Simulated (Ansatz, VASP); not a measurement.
One calculation of Ir, two programs

INCAR

```
SYSTEM = Ir
  ALGO = Normal
  EDIFF = 1E-6
  ENCUT = 520
  GGA = PS
  ISIF = 2
  ISMEAR = -1
  LASPH = .True.
  LCHARG = .False.
  LREAL = .False.
  LWAVE = .False.
  NBANDS = 10
  NELM = 80
  PREC = Accurate
  SIGMA = 0.05
```

Contents of KPOINTS:

```
k-points
0
Gamma
  17 17 17
  0 0 0
```

Contents of POSCAR:

```
Ir
1.0
    2.3082554333      0.0000000000      0.0000000000
    0.0000000000      2.3082554333      0.0000000000
    0.0000000000      0.0000000000      2.3082554333
Ir
1
Direct
    0.0000000000      0.0000000000      0.0000000000
```

Input for Ansatz:

```yaml
crystal:
  lattice:
    - [2.3082554333, 0.0, 0.0]
    - [0.0, 2.3082554333, 0.0]
    - [0.0, 0.0, 2.3082554333]
  atoms:
    - { symbol: Ir, position: [0.0, 0.0, 0.0] }
kpoints:
  mp_grid: { grid: [17, 17, 17] }
scf:
  occupations: { method: fermi_dirac, width: 0.05 }
hamiltonian:
  xc: pbesol
  pseudopotentials: { kind: all_electron, lapw: { basis_error: 0.001 } }
output:
  forces: true
  stress: true
  eigenvalues: true
  populations: true
```

Change from the starting cell: volume scaled by 0.75, LAPW.

Alike in both runs: task single point; functional PBEsol; k mesh 17 × 17 × 17; occupations fermi-dirac, width 0.05 eV; no spin polarisation.

|  | VASP | Ansatz |
| --- | --- | --- |
| version | VASP 6.6.1 | Ansatz 0.2.0 |
| potentials or method | VASP PAW PBE potentials, release 64 (Ir) | all-electron LAPW, scalar-relativistic |
| plane-wave cutoff (eV) | 520 | see its input |

```tsv
	VASP	Ansatz	Ansatz less VASP
pressure (GPa)	160.2	158.9	-1.31
```

Ansatz ran all-electron here, so the differences hold the error of VASP's frozen core and of both bases.

Caveats: the cell as given lies far from equilibrium; so large a pressure means that the cell lies far from this level's equilibrium, or that cutoff or potentials fall short (VASP); the potentials were made for another functional, which shifts forces and pressure (VASP). Spin-orbit coupling is left out, which matters for the levels of Ir.
